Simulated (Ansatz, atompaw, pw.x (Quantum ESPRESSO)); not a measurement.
# molybdenum (bcc): variants of one PAW (atompaw) potential in the solid

molybdenum (Mo), PAW, made with atompaw 4.2.0.5 (PBEsol, scalar-relativistic). Core [Ar] 3d10, reference 4s2 4p6 4d5 5s1 5p0. Waves: 4s (bound): rc 1.65 bohr; 5s (bound): rc 2.80 bohr; 4p (bound): rc 1.90 bohr; 5p (bound, empty): rc 2.80 bohr; 4d (bound): rc 2.80 bohr; 4d channel at 1.3 Ry: rc 2.80 bohr. Local part: vpsmatchnc scheme with l = 3 at -0.5 Ry, radius 2.05 bohr. Core correction: smooth core density matched at 2.40 bohr. Augmentation charge: besselshape compensation charge, radius 2.65 bohr; PAW radius 2.80 bohr; waves and projectors: custom polynom vanderbiltortho.

Crystal test: bcc Mo in pw.x 7.5, no spin, 15³ k-points, Fermi–Dirac smearing 0.01 Ry, cutoffs set for each file from its atomic test. The reference is all-electron LAPW (Ansatz 0.2.0) with the same functional, mesh and smearing; V0 and B0 come from Birch–Murnaghan fits to the pressures at five volumes. Errors are pseudo minus all-electron; Δ is the rms difference of the E(V) curves that follow from these fits, minima aligned, over ±6 % about the mean V0. Mesh and smearing are coarse, so the numbers serve the comparison and aren't converged zero-temperature values; the lattice is a test structure that the element need not adopt.

All-electron: a0 = 3.131 Å (V0 = 15.34 Å³/atom), B0 = 279.7 GPa.

Base: The largest radius (2.80 bohr) exceeds half the bond length (2.56 bohr), so the spheres overlap, which is one possible source of error among others.

```csv
change,cutoffs (Ry),pw.x,a0 (Å),a0 error (%),B0 error (%),Δ (meV/atom),mean pressure error (GPa)
base,50/500,converged,3.121,-0.31,+0.3,8.8,-2.62
"augmentation besselshape compensation charge, radius 2.65 bohr; PAW radius 2.80 bohr; waves and projectors: custom polynom2 7 10 vanderbiltortho",70/700,converged,3.127,-0.12,+2.4,3.2,-0.93
wave 4d (bound): rc 2.80 bohr becomes 4d (bound): rc 1.82 bohr,60/600,converged,3.099,-1.01,-0.7,28.1,-8.06
"local potential vpsmatchnc scheme with l = 3 at -0.5 Ry, radius 1.92 bohr",50/500,converged,3.120,-0.35,+0.3,10.0,-2.96
wave 4d channel at 1.3 Ry: rc 2.80 bohr becomes 4d channel at 1.41 Ry: rc 2.80 bohr,50/500,converged,3.121,-0.32,+0.3,8.9,-2.65
```

Give the row for: core correction smooth core density matched at 2.62 bohr.

pw.x: converged; mean pressure error (GPa): -2.62; a0 (Å): 3.121; a0 error (%): -0.31; B0 error (%): +0.3; Δ (meV/atom): 8.8.
